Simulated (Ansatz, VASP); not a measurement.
**One calculation of Hf, two programs**

```
Hf
1.0
     0.00000    2.26183    2.26183
     2.26183    0.00000    2.26183
     2.26183    2.26183    0.00000
Hf
1
Direct
  0.00000 0.00000 0.00000
```

Alike in both runs: task single point; functional r2SCAN; k mesh 16 × 16 × 16; occupations gaussian, width 0.1 eV; no spin polarisation.

```csv
,VASP,Ansatz
version,VASP 6.6.1,Ansatz 0.2.0
potentials or method,"VASP PAW PBE potentials, release 64 (Hf_pv)","scalar-relativistic, plane waves, PAW"
plane-wave cutoff (eV),520,500
valence electrons in the cell,10,26
```

Ansatz gave:

```
gap on the k mesh at the Fermi level (eV) : none
pressure (GPa)                            : -2.9
```

Q: What did VASP give for the same quantities?

A: gap on the k mesh at the Fermi level (eV): none; pressure (GPa): -3.4.

A gap of «none» marks a metal or a gap that the smearing closes. With one functional, cell and mesh, what is left measures potentials, basis and numerics. The two sets of potentials don't hold the same shells in valence.

Caveats: the PAW data sets were made with another functional, which shifts forces and pressure a little (VASP). Spin-orbit coupling is left out, which matters for the levels of Hf.
